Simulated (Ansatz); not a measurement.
VO₂: do energies and stresses tell the same story?

Method: DFT PBE+U, scalar-relativistic, plane waves, PAW in Ansatz.

Settings: cutoff 420 eV, Γ-centred mesh 6×6×10 on the computed 6-atom cell, Gaussian smearing of 0.02 eV; U_eff V 3.25 eV on the d shells (Löwdin-orthogonalised atomic orbitals); collinear spin from starting moments 0.95 0.95 0 0 0 0 μB.

Relaxed cell: P4_2/mnm, a = 4.482 Å, b = 4.482 Å, c = 3.025 Å, α = 90.00°, β = 90.00°, γ = 90.00°, 6 atoms in the primitive cell.

Energies at zero smearing and pressures from the stress tensor, at volumes with shape and atoms relaxed:
| V (Å³/atom) | E − E(first) (meV/atom) | P (GPa) |
| --- | --- | --- |
| 8.914 | 0.00 | 39.58 |
| 9.218 | -63.01 | 27.18 |
| 9.522 | -104.27 | 16.63 |
| 9.826 | -127.06 | 7.65 |
| 10.130 | -134.13 | 0.01 |
| 10.433 | -127.84 | -6.48 |
| 10.737 | -110.21 | -11.98 |
| 11.143 | -72.12 | -17.93 |

Task: Check P = −dE/dV between neighbouring volumes, and get the bulk modulus from the pressures alone.

Result: With 1 eV/Å³ = 160.2 GPa:
```tsv
middle V (Å³/atom)	−ΔE/ΔV (GPa)	mean P (GPa)
9.066	33.221	33.380
9.370	21.754	21.903
9.674	12.017	12.139
9.978	3.727	3.833
10.281	-3.317	-3.234
10.585	-9.295	-9.230
10.940	-15.061	-14.955
```

The two differ by 0.16 GPa at most. The mean of two end pressures misses the average over a step by about ΔV² P″/12, up to 0.17 GPa here; with that taken off 0.02 GPa remains. Around V = 10.130 Å³/atom, the two neighbours give B = −V ΔP/ΔV = 10.130 × 14.13 / 0.608 = 235.5 GPa, against B0 = 233.5 GPa from the Birch–Murnaghan fit of the energies.

The state reached may not be the lowest one. Moments started parallel, and an antiferromagnetic order may lie lower.

Only this magnetic start was tried.

Cost: 9 runs of about 8.3 core-minutes in all, on Intel Xeon Platinum 8559C (Emerald Rapids) (shared hosts).